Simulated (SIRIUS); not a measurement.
## Sb in SIRIUS: convergence with wave cutoff

Sb:

```
CELL_PARAMETERS angstrom
3.16000 0.00000 0.00000
0.00000 3.16000 0.00000
0.00000 0.00000 3.16000
ATOMIC_POSITIONS crystal
Sb 0.00000 0.00000 0.00000
```

This isn't the form of Sb at room conditions, which is rhombohedral.

```yaml
Program: SIRIUS 7.10.0
Task: single point
Functional: PBE
Potentials_or_basis: JTH 2.0 PBE (PAW)
Cutoff: 139 eV
Density_cutoff: 1361 eV
k_mesh: 8 × 8 × 8
Occupations: fermi-dirac, width 0.05 eV
Spin: no spin polarisation
```

These are the settings of the first run; the series varies wave cutoff, with any setting tied to it.

Hardware: 1 thread of Arm Neoverse V1, on a shared host.

| wave cutoff | energy less the tightest run, at zero smearing (meV/atom) | pressure (GPa) | SCF cycles | CPU time (s) | peak memory (GiB) |
| --- | --- | --- | --- | --- | --- |
| 139.3 eV | 3977.75 | -124.89 | 20 | 8.4 | 0.13 |
| 200.6 eV | 387.89 | -3.09 | 25 | 12 | 0.17 |
| 273.1 eV | 212.41 | -5.65 | 25 | 13 | 0.19 |
| 356.7 eV | 34.87 | -2.89 | 26 | 18 | 0.22 |
| 451.4 eV | 24.88 | -2.44 | 26 | 20 | 0.26 |
| 557.3 eV | 11.05 | -2.34 | 26 | 27 | 0.3 |
| 737 eV | 4.70 | -2.43 | 28 | 37 | 0.37 |
| 941.8 eV | 0.00 | -2.29 | 29 | 51 | 0.46 |

Not settled before the last step: the energy (to 1 meV/atom), the pressure (to 0.1 GPa). The tightest run that finished is the yardstick and may itself not be fully converged.

Spin-orbit coupling is left out, which matters for the levels of Sb.
